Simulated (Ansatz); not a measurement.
**Deforming BaTiO₃**

```yaml
crystal:
  lattice:
    - [3.99980, 0.00000, 0.00000]
    - [0.00000, 3.99980, 0.00000]
    - [0.00000, 0.00000, 4.01800]
  atoms:
    - { symbol: Ba, position: [0.00000, 0.00000, 0.00000] }
    - { symbol: Ti, position: [0.50000, 0.50000, 0.50000] }
    - { symbol: O, position: [0.50000, 0.50000, 0.00000] }
    - { symbol: O, position: [0.50000, 0.00000, 0.50000] }
    - { symbol: O, position: [0.00000, 0.50000, 0.50000] }
```

Atoms are numbered in the order listed.

The conventional cell has a = 4.000 Å, b = 4.000 Å, c = 4.018 Å, α = 90.00°, β = 90.00°, γ = 90.00°. Ba (atom 1) has 12 O at 2.83 Å as nearest neighbours. Ti (atom 2) is surrounded by 6 O at 2.00 to 2.01 Å. O (atom 3) is surrounded by 2 Ti at 2.01 Å. O (atom 4) has 2 Ti at 2.00 Å as nearest neighbours.

The cell is COD entry 2100860, as deposited and not checked against the literature; nothing was relaxed.

Spin–orbit coupling is left out, though it moves levels of the heavy atoms by tenths of an eV or more.

The calculation used DFT, PBE, all-electron PAW with datasets made for the crystal, scalar-relativistic in Ansatz 0.2.0.

Sampling and basis: a Γ-centred 7×7×7 k mesh, Fermi–Dirac smearing of 0.03 eV, cutoff 540 eV (chosen by the program for this cell), no spin polarisation.

The unchanged cell is at 1.69 GPa.

x, y and z are the Cartesian axes of the cell as listed; fractional coordinates follow a strain, and an engineering shear is twice the off-diagonal strain component.

Vzz stands for the principal value of largest size of the field-gradient tensor, whatever its axis.

Spin–orbit coupling is left out, which moves gradients at and beside heavy atoms by some per cent and at worst by a factor of two.

Q: With this change (equal xy, yz and zx engineering shear strains of -3 %), what becomes of the energy and stress and field gradients and gap?

A: Energy change +14 meV/atom; stress change (xx, yy, zz, yz, xz, xy) 0.25, 0.25, 0.26, 3.69, 3.69, 3.70 GPa, compression positive; Vzz in 10²¹ V/m²: Ba1 0.07 → -3.22 (η = 0.01), Ti2 0.40 → 1.25 (η = 0.29), O3 2.64 → 2.73 (η = 0.00), O4 2.43 → 2.53 (η = 0.06); gap on the k mesh 1.86 → 1.63 eV.

With equal xy, yz and zx engineering shear strains of -1 %: energy change +1 meV/atom; stress change (xx, yy, zz, yz, xz, xy) 0.03, 0.03, 0.03, 1.22, 1.22, 1.22 GPa, compression positive; Vzz in 10²¹ V/m²: Ba1 0.07 → -1.16 (η = 0.03), Ti2 0.40 → 0.54 (η = 0.47), O3 2.64 → 2.65 (η = 0.01), O4 2.43 → 2.44 (η = 0.06); gap on the k mesh 1.86 → 1.81 eV.

Q: With this change (equal xy, yz and zx engineering shear strains of +2 %), what becomes of the energy and stress and field gradients and gap?

A: Energy change +6 meV/atom; stress change (xx, yy, zz, yz, xz, xy) 0.11, 0.11, 0.11, -2.41, -2.41, -2.41 GPa, compression positive; Vzz in 10²¹ V/m²: Ba1 0.07 → 2.54 (η = 0.05), Ti2 0.40 → -0.84 (η = 0.54), O3 2.64 → 2.68 (η = 0.03), O4 2.43 → 2.48 (η = 0.07); gap on the k mesh 1.86 → 1.79 eV.

Q: With this change (equal xy, yz and zx engineering shear strains of -2 %), what becomes of the energy and stress and field gradients and gap?

A: Energy change +6 meV/atom; stress change (xx, yy, zz, yz, xz, xy) 0.11, 0.11, 0.11, 2.45, 2.45, 2.45 GPa, compression positive; Vzz in 10²¹ V/m²: Ba1 0.07 → -2.24 (η = 0.01), Ti2 0.40 → 0.87 (η = 0.38), O3 2.64 → 2.68 (η = 0.01), O4 2.43 → 2.48 (η = 0.06); gap on the k mesh 1.86 → 1.72 eV.

Q: With this change (equal xy, yz and zx engineering shear strains of +1 %), what becomes of the energy and stress and field gradients and gap?

A: Energy change +1 meV/atom; stress change (xx, yy, zz, yz, xz, xy) 0.03, 0.03, 0.03, -1.21, -1.21, -1.21 GPa, compression positive; Vzz in 10²¹ V/m²: Ba1 0.07 → 1.24 (η = 0.08), Ti2 0.40 → 0.49 (η = 0.99), O3 2.64 → 2.65 (η = 0.01), O4 2.43 → 2.44 (η = 0.06); gap on the k mesh 1.86 → 1.83 eV.

Q: With this change (equal xy, yz and zx engineering shear strains of +3 %), what becomes of the energy and stress and field gradients and gap?

A: Energy change +13 meV/atom; stress change (xx, yy, zz, yz, xz, xy) 0.25, 0.25, 0.26, -3.60, -3.60, -3.61 GPa, compression positive; Vzz in 10²¹ V/m²: Ba1 0.07 → 3.92 (η = 0.04), Ti2 0.40 → -1.21 (η = 0.36), O3 2.64 → 2.73 (η = 0.05), O4 2.43 → 2.53 (η = 0.08); gap on the k mesh 1.86 → 1.74 eV.
